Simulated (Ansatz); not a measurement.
## Ca (P6_3/mmc), two-dimensional strain map

Computed with Ansatz, DFT PBE, scalar-relativistic, plane waves, PAW. Settings: plane waves to 420 eV, k-mesh 15×15×8 (Γ-centred), Gaussian smearing 0.15 eV. No spin polarisation. Energies are free energies at this smearing, counted from the undisturbed cell; pressure is positive in compression.

Zero of the scan (as given, not relaxed at this level; it stands at -0.8 GPa; this form isn't the usual structure):

```
Ca
1.0
     3.98000    0.00000    0.00000
    -1.99000    3.44678    0.00000
     0.00000    0.00000    6.52000
Ca
2
Cartesian
  0.0000 2.2979 1.6300
  1.9900 1.1489 4.8900
```

The cell is strained by p along both x and y and by q along z, fractional coordinates fixed. Points are written (p, q).

Energy above the undisturbed cell in meV/atom (a dash: not computed):

```csv
p \ q,-0.080,0.000,0.080
-0.080,90.4,43.6,76.9
0.000,15.2,0.0,44.6
0.080,76.2,92.9,155.0
```

Pressure in GPa:

```
 p \ q  -0.080  0.000  0.080
-0.080     4.7    2.4    1.0
 0.000     0.7   -0.8   -1.8
 0.080    -1.5   -2.4   -3.0
```